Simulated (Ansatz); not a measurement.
**N: stress in a strained cell**

Aim: deform N (equal xx and yy strain of +2 %) and compute stress, forces and field gradients with LAPW, PAW and all-electron datasets made for the crystal.

Method: DFT PBEsol, scalar-relativistic, in Ansatz 0.2.0.

**1. The starting structure**

The structure is hexagonal, space group P6_3/mmc (No. 194). Conventional cell: a = 3.629 Å, b = 3.629 Å, c = 5.890 Å, α = 90.00°, β = 90.00°, γ = 120.00°. N (site symmetry -6m2) is surrounded by 12 N at 3.61 to 3.63 Å.

As a file:

```xyz
2
Lattice="3.6290 0.0000 0.0000 -1.8145 3.1428 0.0000 0.0000 0.0000 5.8900" Properties=species:S:1:pos:R:3 pbc="T T T"
N     0.0000    2.0952    1.4725
N     1.8145    1.0476    4.4175
```

Atoms are numbered in the order of the input: N1, N2.

**2. The deformed structure**

Space group P6_3/mmc before, P6_3/mmc after.

**3. LAPW, all electrons**

Contents of input.yaml:

```yaml
crystal:
  lattice:
    - [3.7015816826, 0.0, 0.0]
    - [-1.8507908413, 3.2056637714, 0.0]
    - [0.0, 0.0, 5.89]
  atoms:
    - { symbol: "N", position: [0.3333333333, 0.6666666667, 0.25] }
    - { symbol: "N", position: [0.6666666667, 0.3333333333, 0.75] }
kpoints:
  mp_grid: { grid: [10, 10, 5] }
  band_path:
    path:
      - [0.0, 0.0, 0.0]
      - [0.5, 0.0, 0.0]
      - [0.3333333333, 0.3333333333, 0.0]
      - [0.0, 0.0, 0.0]
      - [0.0, 0.0, 0.5]
      - [0.5, 0.0, 0.5]
      - [0.3333333333, 0.3333333333, 0.5]
      - [0.0, 0.0, 0.5]
      - [0.5, 0.0, 0.5]
    npoints: 5
scf:
  occupations: { method: fermi_dirac, width: 0.02 }
hamiltonian:
  xc: pbesol
  pseudopotentials: { kind: all_electron, lapw: { basis_error: 0.0005 } }
output:
  forces: true
  stress: true
  eigenvalues: true
```

Run with:

```sh
ansatz run input.yaml --threads 1 --pin off --max-ram 3072MiB --backend cpu --events-out ev --progress --plain --runs-dir out
```

**4. PAW with frozen cores**

Contents of input.yaml:

```yaml
crystal:
  lattice:
    - [3.7015816826, 0.0, 0.0]
    - [-1.8507908413, 3.2056637714, 0.0]
    - [0.0, 0.0, 5.89]
  atoms:
    - { symbol: "N", position: [0.3333333333, 0.6666666667, 0.25] }
    - { symbol: "N", position: [0.6666666667, 0.3333333333, 0.75] }
kpoints:
  mp_grid: { grid: [10, 10, 5] }
scf:
  occupations: { method: fermi_dirac, width: 0.02 }
hamiltonian:
  xc: pbesol
  pseudopotentials: { kind: paw }
output:
  forces: true
  stress: true
  eigenvalues: true
  efg: { contact_densities: true }
  write_density: true
  write_potential: true
  elf: true
  volumetric_format: npy
```

**5. All-electron PAW on datasets made for the crystal**

input.yaml: that of step 4 with these lines changed.

```diff
@@ -14,3 +14,3 @@
   xc: pbesol
-  pseudopotentials: { kind: paw }
+  pseudopotentials: { kind: all_electron, datasets: crystal }
 output:
@@ -20,5 +20 @@
   efg: { contact_densities: true }
-  write_density: true
-  write_potential: true
-  elf: true
-  volumetric_format: npy
```

(Steps that only read results are left out.)

**Question.** What will these runs give? Wanted: pressure; largest shear or deviatoric stress.

**Answer**, as computed:

```
                                 quantity                                              value
                                 pressure  LAPW -7.06, PAW -7.07, crystal datasets -7.05 GPa
largest shear or deviatoric stress (LAPW)                                           0.39 GPa
```

What this shows: The largest part of the stress beyond the pressure is 0.39 GPa in size, in the zz component; the atoms are carried along and not relaxed. No run of the undeformed cell stands beside it, so the pressure holds what the given cell had before the change. PAW: stress within 0.01 GPa of LAPW. Crystal datasets: stress within 0.01 GPa of LAPW.
